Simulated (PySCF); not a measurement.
Isomers of C4H6.

All values: CAM-B3LYP/aug-cc-pVTZ (PySCF) at PBE0-D3(BJ)/def2-TZVP geometries, gas phase, one conformer each. Core orbitals are frozen in the response; Δα² is half the sum of the squared differences of the principal polarisabilities. Dipoles and anisotropies that the point group forbids are given as zero.

Question: Rank by HOMO–LUMO gap, lowest first.
A. `CC1=CC1` (1-methylcyclopropene)
B. `C#CCC` (1-butyne)
C. `[CH2:1]=[CH:2][CH:3]=[CH2:4]` with C1–C2–C3–C4 180°
D. methylenecyclopropane (`C=C1CC1`)
E. 1,2-butadiene, `C=C=CC`

Answer: C (8.20 eV), A (8.45 eV), E (8.81 eV), D (9.11 eV), B (9.31 eV).

Question: Rank by polarisability anisotropy Δα, highest first.
A. bicyclo[1.1.0]butane (`C1[C@H]2C[C@@H]12`)
B. `C1=CCC1` (cyclobutene)
C. 2-butyne (`CC#CC`)
D. `[CH2:1]=[CH:2][CH:3]=[CH2:4]` with C1–C2–C3–C4 180°
E. 1-methylcyclopropene (`CC1=CC1`)
F. methylenecyclopropane, `C=C1CC1`

Answer: D (6.87 Å³), C (5.02 Å³), F (3.43 Å³), E (2.39 Å³), B (2.04 Å³), A (0.93 Å³).

All values together:

| SMILES | μ (D) | HOMO (eV) | LUMO (eV) | α (Å³) | Δα (Å³) |
| --- | --- | --- | --- | --- | --- |
| CC1=CC1 | 0.92 | -8.16 | 0.29 | 7.09 | 2.39 |
| C=CC=C | 0.00 | -8.07 | 0.14 | 8.36 | 6.87 |
| CC#CC | 0.00 | -8.49 | 0.25 | 7.43 | 5.02 |
| C=C1CC1 | 0.47 | -8.77 | 0.34 | 7.37 | 3.43 |
| C=C=CC | 0.45 | -8.55 | 0.26 | 8.02 | 5.99 |
| C1=CCC1 | 0.15 | -8.49 | 0.35 | 6.94 | 2.04 |
| C#CCC | 0.84 | -9.06 | 0.25 | 7.25 | 3.52 |
| C1[C@H]2C[C@@H]12 | 0.70 | -8.40 | 0.35 | 6.60 | 0.93 |

Conformers: `[CH2:1]=[CH:2][CH:3]=[CH2:4]` with C1–C2–C3–C4 180°.
